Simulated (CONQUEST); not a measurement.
ZnSe (Stilleite):

```
Se Zn
1.0
     4.00760    0.00000    0.00000
     0.00000    4.00760    0.00000
     0.00000    0.00000    5.66760
Se Zn
2 2
Direct
  0.00000 0.50000 0.25000
  0.50000 0.00000 0.75000
  0.00000 0.00000 0.00000
  0.50000 0.50000 0.50000
```

| Property | Result |
| --- | --- |
| Program | CONQUEST 1.3 |
| Task | single point |
| Functional | PBE |
| Potentials or basis | PseudoDojo NC PBE, DZP, grid cutoff 120 Ha |
| k mesh | 7 × 7 × 5 |
| Occupations | fermi-dirac, width 0.05 eV |
| Spin | no spin polarisation |

On this cell: pressure 4.3 GPa; largest force zero by symmetry; band gap on the k mesh 1.49 eV.

The same run follows on a disturbed copy (atoms moved at random, drawn with an rms of 0.05 Å):

```
Se Zn
1.0
     4.00760    0.00000    0.00000
     0.00000    4.00760    0.00000
     0.00000    0.00000    5.66760
Se Zn
2 2
Direct
  0.49962 0.99841 0.75082
  0.99962 0.49841 0.25082
  0.49894 0.49972 0.49108
  0.99894 0.99972 0.99108
```

Problem. What changes?

Solution. The energy moves by +5.1 meV/atom; pressure 4.4 GPa; largest force 0.353 eV/Å; band gap on the k mesh 1.43 eV.

Forces on the atoms (eV/Å):
```
Se  -0.018  0.037 -0.341
Se  -0.018  0.037 -0.341
Zn   0.044 -0.021  0.350
Zn   0.044 -0.021  0.350
```

The forces don't sum to zero, so they hold noise of the program's grid.

Caveats: the box holds several primitive cells, so bands are folded and the points are those of the box's own zone; the basis of atomic orbitals isn't converged, which shifts pressures, moduli and gaps; the real-space grid breaks the cell's symmetry a little (some runs).

